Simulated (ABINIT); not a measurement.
Runs of ABINIT 10.8.3 (patched build) on CuAu. Symmetry: P4/mmm, No. 123, tetragonal system. Conventional cell: a = 2.811 Å, b = 2.811 Å, c = 3.685 Å, α = 90.00°, β = 90.00°, γ = 90.00°. Around Au (site symmetry 4/mmm) lie 8 Cu at 2.71 Å and 4 Au at 2.81 Å. Cu (site symmetry 4/mmm) is surrounded by 8 Au at 2.71 Å and 4 Cu at 2.81 Å. 

```tsv
level	gap on the mesh (eV)	pressure (GPa)
PW91	none	(b)
RPBE	none	8.5
PBEsol	none	-3.7
revPBE	none	(a)
r2SCAN	none	0.1
```

Alike in all rows: task band structure; potentials or basis JTH PAW PBE v2.0; no spin polarisation; cell as given; k mesh 9 × 9 × 7; cutoff (eV) 844; smearing fermi-dirac 0.05 eV.

Question: Estimate the missing entries.

Answer: (a) 7.4; (b) 4.7.

Caveats: the PAW data sets were made with another functional, which shifts forces and pressure a little; spin-orbit coupling is left out, which moves the levels of the heavy elements.

A k mesh can miss the band edges, and the runs leave out spin-orbit coupling on Au.

A gap of «none» marks a metal or a gap under the smearing width.
